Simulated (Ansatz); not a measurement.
# ZnSe (Stilleite): G0W0 under other settings

A base run on ZnSe (Stilleite), then changed inputs.

Program: Ansatz 0.2.0. Level of theory: G0W0 on PBE, plane waves, PAW. Results are calculated unless marked as measured.

This is a report of a sequence of runs, with most program output left out.

### 1. Starting point

The structure is cubic, space group F-43m (No. 216). Conventional cell: a = 5.668 Å, b = 5.668 Å, c = 5.668 Å, α = 90.00°, β = 90.00°, γ = 90.00°. Nearest to Zn lie 4 Se at 2.45 Å. Se has 4 Zn at 2.45 Å nearest. Farther neighbours and most contacts between anions are not listed.

As a file:

```cif
data_structure
_symmetry_space_group_name_H-M 'F-43m'
_symmetry_Int_Tables_number 216
_cell_length_a 5.6676
_cell_length_b 5.6676
_cell_length_c 5.6676
_cell_angle_alpha 90.000
_cell_angle_beta 90.000
_cell_angle_gamma 90.000
_cell_volume 182.05
loop_
_atom_site_label
_atom_site_type_symbol
_atom_site_symmetry_multiplicity
_atom_site_Wyckoff_symbol
_atom_site_fract_x
_atom_site_fract_y
_atom_site_fract_z
_atom_site_occupancy
Zn1 Zn 4 a 0.00000 0.00000 0.00000 1
Se1 Se 4 d 0.25000 0.25000 0.75000 1
```

The cell and positions come from the Crystallography Open Database and are kept as given unless a step says otherwise. The default PAW set here is soft_1. Its files were made with PBE.

### 2. The base run: 4×4×4 mesh, 135 empty bands, screening to 120 eV

G0W0 replaces the xc potential by the self-energy, built once from these orbitals. Only a window of levels is corrected, while the sums run over the empty bands that the input names.

input.yaml reads:

```yaml
crystal:
  lattice:
    - [0.0, 2.8338, 2.8338]
    - [2.8338, 0.0, 2.8338]
    - [2.8338, 2.8338, 0.0]
  atoms:
    - { symbol: Zn, position: [0.0, 0.0, 0.0] }
    - { symbol: Se, position: [0.25, 0.25, 0.25] }
kpoints:
  mp_grid: { grid: [4, 4, 4] }
hamiltonian:
  xc: pbe
  pseudopotentials: { kind: paw, azcp: { folder: "./paw" } }
scf:
  occupations: { method: fixed }
gw:
  n_empty_bands: 135
  ecut_chi: 120
  qp_bands: [v2, c2]
  qp_kpoints: band_edges
  screening: { model: contour_deformation }
```

The run is started by

```bash
ansatz run input.yaml --threads 3 --pin off --max-ram 92160MiB --backend cuda --events-out ev --progress --plain --runs-dir out --devices 1 --max-vram 13GiB
```

It took 19 s on 1 × NVIDIA H100 80GB HBM3 (shared by 6 runs) with 3 threads of AMD EPYC 7R13 (Zen 3), shared host; peak memory 1.1 GiB; 7.4 s of CPU time.

Numbers from this step:

```yaml
bands_summed: 149
rpa_eps_infinity_on_this_mesh_eigenvalues: 13.66, 13.66, 13.66
plane_waves_in_the_screening_matrix: 137
q_points_in_the_mesh: 64
g0w0_gap_on_the_mesh: 2.308 eV
k_of_the_valence_top: 0, 0, 0
k_of_the_conduction_bottom: 0, 0, 0
starting_gap_on_the_mesh: 1.272 eV
z_at_the_valence_top: 0.7520
z_at_the_conduction_bottom: 0.7765
least_direct_g0w0_gap_on_the_computed_points: 2.308 eV
```

The gap on the mesh goes from 1.27 eV to 2.31 eV, a correction of +1.04 eV. Between the two edge states, bare exchange in place of the xc potential would open the gap by 7.42 eV, and correlation takes back 6.38 eV.

### 3. Variant: coarser q mesh

Changes to input.yaml since step 2:

```diff
@@ -16,4 +16,4 @@
 gw:
-  n_empty_bands: 135
-  ecut_chi: 120
+  n_empty_bands: 103
+  ecut_chi: 100
   qp_bands: [v2, c2]
@@ -21 +21,2 @@
   screening: { model: contour_deformation }
+  q_mesh: [2, 2, 2]
```

Run time: 13 s. Hardware: 1 × NVIDIA H100 80GB HBM3 (shared by 6 runs) with 3 threads; peak memory 1 GiB.

Against the base:

```csv
setting,base,variant
empty bands,135,103
screening cutoff (eV),120,100
q mesh,-,"[2, 2, 2]"
```

```csv
quantity,variant,base
starting gap on the mesh,1.272,1.272
G0W0 gap on the mesh,2.392,2.308
least direct G0W0 gap on the computed points,2.392,2.308
Z at the valence top,0.717,0.752
Z at the conduction bottom,0.735,0.776
```

### 4. Variant: guard bands

Changes to input.yaml since step 3:

```diff
@@ -16,4 +16,4 @@
 gw:
-  n_empty_bands: 103
-  ecut_chi: 100
+  n_empty_bands: 73
+  ecut_chi: 80
   qp_bands: [v2, c2]
@@ -21,2 +21,2 @@
   screening: { model: contour_deformation }
-  q_mesh: [2, 2, 2]
+  n_guard_bands: 0
```

Elapsed: 17 s, on 1 × NVIDIA H100 80GB HBM3 (shared by 6 runs) with 3 threads; peak memory 0.99 GiB; 6 s of CPU time.

The G0W0 gap on the mesh is 2.330 eV.

Against the base:

```csv
setting,base,variant
empty bands,135,73
screening cutoff (eV),120,80
n guard bands,-,0
```

| quantity | variant | base |
| --- | --- | --- |
| starting gap on the mesh | 1.272 | 1.272 |
| G0W0 gap on the mesh | 2.330 | 2.308 |
| least direct G0W0 gap on the computed points | 2.330 | 2.308 |
| Z at the valence top | 0.754 | 0.752 |
| Z at the conduction bottom | 0.777 | 0.776 |

### 5. What came out

```
base           : 2.31 eV, 19 s
coarser q mesh : 2.39 eV, 13 s
guard bands    : 2.33 eV, 17 s
```

In words: Coarser q mesh: the gap moves by +0.08 eV; such settings are too crude to quote. The variant differs from the base in empty bands, screening cutoff and q mesh together, so the change can't be laid to one of them. Guard bands: the gap moves by +0.02 eV. The variant differs from the base in empty bands, screening cutoff and n guard bands together, so the change can't be laid to one of them. All runs here use a coarse mesh and modest cutoffs; they test settings and are not final values. The 4×4×4 mesh is coarse for this cell (its supercell is 16 Å along the shortest edge). The RPA ε∞ on it, from the PBE start, is 13.66; such meshes misread the long-range screening, most where the gap is narrow. The many-body steps are scalar-relativistic: spin-orbit coupling is not in them.

[Paths, hosts, dates, memory and timing lines, banners, echoed tables and standing remarks are left out of the program output.]

[Logs are printed without paths, hosts, clocks, repeated set-up lines and the standing remarks that a program may print on its own settings, such as how far it seeks lower states.]

[Runs of the session that timed out or met a known fault of the program may be left out.]

[Cells called generated may have been cut or substituted from an entry of the Crystallography Open Database or the Materials Project.]

[Hosts, paths, dates, database ids (printed as entryN), source tags and the programs' standing remarks are cut or masked in the printed files.]
